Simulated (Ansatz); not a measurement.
## What a change of settings does to a run on TePb

Structure from Materials Project entry mp-20943 (possibly hypothetical), not relaxed further.

First run: DFT, LDA, all-electron LAPW, scalar-relativistic (Ansatz 0.2.0).

Command: `ansatz run input.yaml --threads 1 --pin off --max-ram 2048MiB --backend cpu --events-out ev --progress --plain --runs-dir out` The run took 18 s on 1 thread of Arm Neoverse V1 (shared host), peak memory 0.35 GiB.

```yaml
crystal:
  lattice:
    - [4.002287, 0.0, 0.0]
    - [0.0, 4.002287, 0.0]
    - [0.0, 0.0, 4.002287]
  atoms:
    - { symbol: Te, position: [0.5, 0.5, 0.5] }
    - { symbol: Pb, position: [0.0, 0.0, 0.0] }
kpoints:
  mp_grid: { grid: [10, 10, 10] }
  band_path:
    path:
      - [0.0, 0.0, 0.0]
      - [0.0, 0.5, 0.0]
      - [0.5, 0.5, 0.0]
      - [0.0, 0.0, 0.0]
      - [0.5, 0.5, 0.5]
      - [0.0, 0.5, 0.0]
      - [0.5, 0.5, 0.5]
      - [0.5, 0.5, 0.0]
    npoints: 5
scf:
  occupations: { method: fermi_dirac, width: 0.08 }
hamiltonian:
  xc: lda
  pseudopotentials: { kind: all_electron, lapw: { basis_error: 0.001 } }
output:
  forces: true
  stress: true
  eigenvalues: true
```

Result: converged; pressure -4.12 GPa; no gap on the k mesh; 10 SCF iterations.

No spin–orbit coupling, which matters for the heavy atoms here.

The input is then changed:

```diff
@@ -8,5 +8,5 @@
     - { symbol: Pb, position: [0.0, 0.0, 0.0] }
 kpoints:
-  mp_grid: { grid: [10, 10, 10] }
+  mp_grid: { grid: [15, 15, 15] }
   band_path:
     path:
@@ -29,3 +29,4 @@
   stress: true
   eigenvalues: true
+accuracy: low
```

(1) Predict the outcome of the changed run.

Results:

(1) It converged; energy at zero smearing +0.3 meV/atom from the first run; pressure -4.06 GPa; no gap on the k mesh; 10 SCF iterations. Some of these settings are too coarse for converged properties.
